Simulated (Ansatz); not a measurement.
Wurtzite MgS (r2SCAN geometry), in Ansatz:

```cif
data_structure
_symmetry_space_group_name_H-M 'P6_3mc'
_symmetry_Int_Tables_number 186
_cell_length_a 4.0286
_cell_length_b 4.0286
_cell_length_c 6.4544
_cell_angle_alpha 90.000
_cell_angle_beta 90.000
_cell_angle_gamma 120.000
_cell_volume 90.72
loop_
_atom_site_label
_atom_site_type_symbol
_atom_site_symmetry_multiplicity
_atom_site_Wyckoff_symbol
_atom_site_fract_x
_atom_site_fract_y
_atom_site_fract_z
_atom_site_occupancy
Mg1 Mg 2 b 0.33333 0.66667 0.99713 1
S1 S 2 b 0.33333 0.66667 0.37787 1
```

G0W0@PBE with 341 empty bands, a screening cutoff of 140 eV and a 6×6×2 mesh (PAW, contour deformation) gives 5.041 eV over the mesh points, from a PBE gap of 3.473 eV; it sums over 357 bands with 325 plane waves in the screening and a wave cutoff of 420 eV. No extrapolation in bands, cutoff or mesh was made for G0W0. The cell comes from a prototype generator: it can be a known phase or a hypothetical one. Spin polarisation is off.

Problem. Estimate the gap with empty bands 626, screening cutoff 210 eV.

Solution. 5.101 eV (+0.060 eV), from a Kohn-Sham gap of 3.473 eV.

Problem. Another run gave a Kohn-Sham gap of 3.181 eV and a G0W0 gap of 4.903 eV, summing over 357 bands with 325 plane waves in the screening and a wave cutoff of 420 eV. What was changed?

Solution. Starting point LDA. The Kohn-Sham gap has moved while bands and screening basis stay.

Problem. Estimate the gap with starting point HSE06.

Solution. 5.584 eV (+0.543 eV), from a Kohn-Sham gap of 4.535 eV.
